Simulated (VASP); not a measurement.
A run of VASP 6.6.1 is set up as follows.

INCAR

```
SYSTEM = GaN
PREC = Accurate
ENCUT = 520
EDIFF = 1E-6
ISMEAR = 0
SIGMA = 0.03
LREAL = .FALSE.
LASPH = .TRUE.
NELM = 100
ALGO = Fast
ISIF = 2
LWAVE = .FALSE.
LCHARG = .TRUE.
GGA = CA
LELF = .TRUE.
LVHAR = .TRUE.
NBANDS = 16
```

Contents of KPOINTS:

```
Automatic mesh
0
G
  14 14 14
  0 0 0
```

File POSCAR:

```
GaN
1.0
    0.0000000000      2.1352350000      2.1352350000
    2.1352350000      0.0000000000      2.1352350000
    2.1352350000      2.1352350000      0.0000000000
Ga N
1 1
Direct
    0.0351249394     -0.0351249394     -0.0351249394
    0.5000000000      0.5000000000      0.5000000000
```

Potentials or basis: VASP PAW LDA potentials, release 64 (Ga_d, N).

Run with:

```bash
$ cat potpaw_LDA.64/Ga_d/POTCAR potpaw_LDA.64/N/POTCAR > POTCAR
$ mpirun -np 1 vasp_std > vasp.out
```

(1) Predict the pressure.

(2) Predict the largest force.

Results:

(1) -10.3 GPa.

(2) 0.359 eV/Å.
